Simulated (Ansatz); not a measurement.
**In: computed properties**

All numbers below come from DFT PBE, scalar-relativistic, plane waves, PAW in Ansatz.

Cutoff 420 eV; k points 18×18×18 on the computed 1-atom cell (Γ-centred); Gaussian smearing, width 0.10 eV; no spin polarisation.

The structure is relaxed at this level of theory with its symmetry kept.

```cif
data_structure
_symmetry_space_group_name_H-M 'P 1'
_symmetry_Int_Tables_number 1
_cell_length_a 3.3867
_cell_length_b 3.3867
_cell_length_c 3.3867
_cell_angle_alpha 119.931
_cell_angle_beta 119.931
_cell_angle_gamma 90.119
_cell_volume 27.50
loop_
_atom_site_label
_atom_site_type_symbol
_atom_site_fract_x
_atom_site_fract_y
_atom_site_fract_z
_atom_site_occupancy
In1 In 0.00000 0.00000 0.00000 1
```

Task: Formation energy from the elements' standard states (uncorrected)?

Result: -0.002 eV/atom.

Task: Density of states at the Fermi level?

Result: 0.44 states/eV per cell.

Task: Löwdin character within 0.5 eV of the Fermi level?

Result: In 5p 68 %, In 5s 30 %.

Task: Bulk modulus?

Result: 36 GPa.

Task: Its pressure derivative?

Result: 5.2.

Task: Bader charges (e)?

Result: In (1 in the cell) 0.00.